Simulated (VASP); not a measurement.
An input for Ansatz (written as the equivalent of a VASP run, and not itself run):

Ansatz 0.2 input:
```yaml
crystal:
  lattice:
    - [0.0000000, 3.0500000, 3.0500000]
    - [3.0500000, 0.0000000, 3.0500000]
    - [3.0500000, 3.0500000, 0.0000000]
  atoms:
    - { symbol: Zn, position: [0.0000000, 0.0000000, 0.0000000] }
    - { symbol: Te, position: [0.2500000, 0.2500000, 0.2500000] }
kpoints:
  mp_grid: { grid: [7, 7, 7] }
hamiltonian:
  xc: r2scan
  pseudopotentials: { kind: paw }
scf:
  occupations: { method: gaussian, width: 0.05 }
  max_iter: 100
relax:
  max_steps: 60
  f_tol: 0.01
  cell: {}
output: { forces: true, stress: true, eigenvalues: true }
```

### Question
Translate this input to VASP (INCAR, KPOINTS, POSCAR, choice of POTCAR).

### Answer
One answer among several that fit: 
POSCAR:
```
ZnTe
1
    0.0000000000     3.0500000000     3.0500000000
    3.0500000000     0.0000000000     3.0500000000
    3.0500000000     3.0500000000     0.0000000000
Zn Te
1 1
Direct
  0.0000000000   0.0000000000   0.0000000000
  0.2500000000   0.2500000000   0.2500000000
```

**KPOINTS**
```
Regular mesh
0
gamma
 7 7 7
0 0 0
```

INCAR:
```
SYSTEM=ZnTe
PREC=Accurate; ENCUT=520; LREAL=.False.
LASPH=.True.
EDIFF=1E-6; NELM=100; ALGO=Normal
LMAXMIX=4; LMIXTAU=.True.
ISMEAR=0; SIGMA=0.05
METAGGA=R2SCAN
IBRION=2; NSW=60; ISIF=3
EDIFFG=-0.01
LWAVE=.False.; LCHARG=.False.
```

POTCAR, in this order: Zn Te (PBE.64 set). Program: vasp_std.

Limits of the translation: each code has its own PAW files, so the cut-off isn't converted (ENCUT is set for VASP's; basis.ecutwfc is left out, and Ansatz then takes the one that its files recommend); Ansatz stops its SCF on the density residual and VASP on the energy change (EDIFF).

The compound is ZnTe in the zinc blende structure. This run relaxes it. Symmetry was kept, so distortions that lower it aren't found.
